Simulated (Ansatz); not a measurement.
**Band structure of Ag**

```
CELL_PARAMETERS angstrom
2.93000 0.00000 0.00000
-1.46500 2.53745 0.00000
0.00000 0.00000 4.79000
ATOMIC_POSITIONS crystal
Ag 0.33333 0.66667 0.25000
Ag 0.66667 0.33333 0.75000
```

Atoms are numbered in the order listed.

The cell is COD entry 1509145, as deposited and not checked against the literature; nothing was relaxed.

These are results of DFT, PBE, all-electron LAPW, scalar-relativistic in Ansatz 0.2.0, not measurements.

Numerical set-up: a Γ-centred 14×14×8 k mesh, Fermi–Dirac smearing of 0.05 eV, basis error target 0.25 meV/atom, no spin polarisation.

Points in fractions of the reciprocal vectors of this cell: Γ (0, 0, 0), M (0.5, 0, 0), K (0.333, 0.333, 0), A (0, 0, 0.5), L (0.5, 0, 0.5), H (0.333, 0.333, 0.5). The path joins them by straight lines in the order Γ–M–K–Γ–A–L–H–A–L; legs that retrace an earlier one aren't tabulated. Energies are in eV from the Fermi level.

(1) Metal or insulator at this level of theory?

(2) Tabulate bands 17 to 21, counted from the lowest band of the run, along the path.

Answers

(1) No gap opens: metallic or semimetallic.

(2) 
| k (1/Å) | point | band 17 | band 18 | band 19 | band 20 | band 21 |
| --- | --- | --- | --- | --- | --- | --- |
| 0.00 | Γ | -3.98 | -3.03 | -3.03 | -0.28 | 3.38 |
| 0.18 |  | -4.02 | -3.26 | -3.02 | 0.12 | 3.41 |
| 0.35 |  | -4.06 | -3.65 | -2.98 | 1.04 | 3.51 |
| 0.53 |  | -3.90 | -3.78 | -2.93 | 2.22 | 3.74 |
| 0.71 |  | -3.45 | -3.41 | -2.90 | 3.55 | 4.13 |
| 0.88 |  | -3.12 | -2.88 | -2.46 | 4.52 | 4.94 |
| 1.06 |  | -2.87 | -2.87 | -1.08 | 2.95 | 6.00 |
| 1.24 | M | -2.86 | -2.78 | 0.14 | 1.48 | 6.71 |
| 1.34 |  | -2.87 | -2.81 | 0.23 | 1.52 | 6.77 |
| 1.44 |  | -2.91 | -2.89 | 0.46 | 1.63 | 6.94 |
| 1.54 |  | -2.95 | -2.92 | 0.83 | 1.80 | 7.22 |
| 1.65 |  | -3.00 | -2.95 | 1.28 | 2.02 | 6.70 |
| 1.75 |  | -3.03 | -3.01 | 1.82 | 2.29 | 5.46 |
| 1.85 |  | -3.08 | -3.05 | 2.42 | 2.62 | 4.24 |
| 1.95 | K | -3.16 | -3.06 | 3.04 | 3.04 | 3.11 |
| 2.16 |  | -3.04 | -2.95 | 0.88 | 4.18 | 4.60 |
| 2.36 |  | -3.00 | -2.92 | -0.99 | 5.57 | 6.10 |
| 2.57 |  | -3.21 | -2.96 | -2.42 | 4.47 | 4.60 |
| 2.77 |  | -3.69 | -3.36 | -2.95 | 2.84 | 3.92 |
| 2.97 |  | -3.92 | -3.71 | -2.97 | 1.39 | 3.57 |
| 3.18 |  | -4.04 | -3.32 | -3.01 | 0.23 | 3.42 |
| 3.38 | Γ | -3.98 | -3.03 | -3.03 | -0.28 | 3.38 |
| 3.48 |  | -3.95 | -3.04 | -3.04 | -0.56 | 3.72 |
| 3.57 |  | -3.88 | -3.05 | -3.05 | -1.21 | 4.56 |
| 3.66 |  | -3.78 | -3.07 | -3.07 | -1.96 | 5.64 |
| 3.76 |  | -3.66 | -3.11 | -3.11 | -2.70 | 6.85 |
| 3.85 |  | -3.55 | -3.38 | -3.16 | -3.16 | 8.13 |
| 3.94 |  | -3.43 | -3.43 | -3.24 | -3.24 | 9.46 |
| 4.04 | A | -3.33 | -3.33 | -3.33 | -3.33 | 10.81 |
| 4.22 |  | -3.34 | -3.34 | -3.20 | -3.20 | 10.91 |
| 4.39 |  | -3.35 | -3.35 | -2.90 | -2.90 | 11.20 |
| 4.57 |  | -3.34 | -3.34 | -2.48 | -2.48 | 11.51 |
| 4.75 |  | -3.26 | -3.26 | -1.90 | -1.90 | 9.55 |
| 4.92 |  | -3.08 | -3.08 | -1.01 | -1.01 | 7.29 |
| 5.10 |  | -2.90 | -2.90 | 0.12 | 0.12 | 5.34 |
| 5.28 | L | -2.83 | -2.83 | 0.83 | 0.83 | 4.37 |
| 5.38 |  | -2.87 | -2.87 | 0.94 | 0.94 | 4.39 |
| 5.48 |  | -2.92 | -2.92 | 1.26 | 1.26 | 4.45 |
| 5.58 |  | -2.94 | -2.94 | 1.74 | 1.74 | 4.55 |
| 5.68 |  | -2.95 | -2.95 | 2.31 | 2.31 | 4.70 |
| 5.79 |  | -2.97 | -2.97 | 2.96 | 2.96 | 4.90 |
| 5.89 |  | -2.99 | -2.99 | 3.61 | 3.61 | 5.17 |
| 5.99 | H | -3.00 | -3.00 | 4.01 | 4.01 | 5.46 |
| 6.20 |  | -2.94 | -2.94 | 2.45 | 2.45 | 6.36 |
| 6.40 |  | -2.86 | -2.86 | 0.49 | 0.49 | 7.94 |
| 6.60 |  | -2.96 | -2.96 | -1.12 | -1.12 | 9.91 |
| 6.81 |  | -3.22 | -3.22 | -2.18 | -2.18 | 11.82 |
| 7.01 |  | -3.34 | -3.34 | -2.78 | -2.78 | 11.33 |
| 7.22 |  | -3.34 | -3.34 | -3.16 | -3.16 | 10.94 |
| 7.42 | A | -3.33 | -3.33 | -3.33 | -3.33 | 10.81 |
